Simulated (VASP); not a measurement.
Write the native input for VASP 6.6.1 that does the following.

| Property | Result |
| --- | --- |
| Task | G0W0 quasiparticle levels |
| Functional | PBE |
| Potentials or basis | VASP PAW PBE potentials, release 64 (I_GW, K_sv_GW) |
| Cutoff | 450 eV |
| k mesh | 4 × 4 × 4 |
| Occupations | gaussian, width 0.01 eV |
| Spin | no spin polarisation |
| Cutoff of the response function | 100 |
| Frequency points | 48 |
| Empty bands | 179 |
| GW scheme | G0W0 |
| GW iterations | 1 |
| Valence bands in the BSE | 4 |
| Conduction bands in the BSE | 6 |
| Further INCAR settings | ALGO = BSE; EDIFF = 1e-08; NBANDS = 187 |

The system is KI.

```
I K
1.0
     4.29120    0.00000    0.00000
     0.00000    4.29120    0.00000
     0.00000    0.00000    4.29120
I K
1 1
Direct
  0.50000 0.50000 0.50000
  0.00000 0.00000 0.00000
```

Measurements of this composition are mostly on another form, of space group No. 225.

These files were run (other wordings do the same):

POSCAR

```
KI
1.0
    4.2911966600      0.0000000000      0.0000000000
    0.0000000000      4.2911966600      0.0000000000
    0.0000000000      0.0000000000      4.2911966600
I K
1 1
Direct
    0.5000000000      0.5000000000      0.5000000000
    0.0000000000      0.0000000000      0.0000000000
```

INCAR.step1

```
SYSTEM = KI
ALGO = Normal ; EDIFF = 1E-8
ENCUT = 450 ; GGA = PE
ISMEAR = 0 ; LASPH = .True.
LCHARG = .False. ; LREAL = .False.
LWAVE = .True. ; NELM = 100
PREC = Accurate ; SIGMA = 0.01
```

INCAR.step2

```
SYSTEM = KI
ALGO = Exact ; EDIFF = 1E-8
ENCUT = 450 ; GGA = PE
ISMEAR = 0 ; ISTART = 1
LASPH = .True. ; LCHARG = .False.
LOPTICS = .True. ; LREAL = .False.
LWAVE = .True. ; NBANDS = 187
NELM = 1 ; PREC = Accurate
SIGMA = 0.01
```

INCAR.step3

```
SYSTEM = KI
ALGO = EVGW0 ; EDIFF = 1E-8
ENCUT = 450 ; ENCUTGW = 100
GGA = PE ; ISMEAR = 0
ISTART = 1 ; LASPH = .True.
LCHARG = .False. ; LREAL = .False.
LWAVE = .True. ; NBANDS = 187
NBANDSGW = 16 ; NELMGW = 1
NOMEGA = 48 ; PREC = Accurate
PRECFOCK = Fast ; SIGMA = 0.01
```

INCAR.step4

```
SYSTEM = KI
ALGO = BSE ; ANTIRES = 0
EDIFF = 1E-8 ; ENCUT = 450
ENCUTGW = 100 ; GGA = PE
ISMEAR = 0 ; ISTART = 1
LASPH = .True. ; LCHARG = .False.
LREAL = .False. ; LWAVE = .False.
NBANDS = 187 ; NBANDSO = 4
NBANDSV = 6 ; NBSEEIG = 10
OMEGAMAX = 20 ; PREC = Accurate
PRECFOCK = Fast ; SIGMA = 0.01
```

KPOINTS

```
k-points
0
Gamma
  4 4 4
  0 0 0
```

Potentials or basis: VASP PAW PBE potentials, release 64 (I_GW, K_sv_GW).

Run with:

```bash
$ cat potpaw_PBE.64/I_GW/POTCAR potpaw_PBE.64/K_sv_GW/POTCAR > POTCAR
$ cp INCAR.step1 INCAR
$ mpirun -np 1 vasp_std > vasp.out
$ cp INCAR.step2 INCAR
$ mpirun -np 1 vasp_std > vasp.out
$ cp INCAR.step3 INCAR
$ mpirun -np 1 vasp_std > vasp.out
$ cp INCAR.step4 INCAR
$ mpirun -np 1 vasp_std > vasp.out
```

Results of the run:

```json
{
 "Band gap on the k mesh, mean-field level": "3.32 eV, indirect (least direct gap 3.68 eV)",
 "Quasiparticle gap": "5.20 eV",
 "Least direct quasiparticle gap": "5.60 eV"
}
```

Caveat: bands, screening cutoff and mesh are small and nothing is extrapolated, so the quasiparticle values aren't converged; spin-orbit coupling is left out, which moves the levels of the heavy elements.

It took 4.5 min on 1 thread of Intel(R) Xeon(R) Platinum 8375C CPU @ 2.90GHz (Ice Lake) (shared host), peak memory 0.93 GiB.
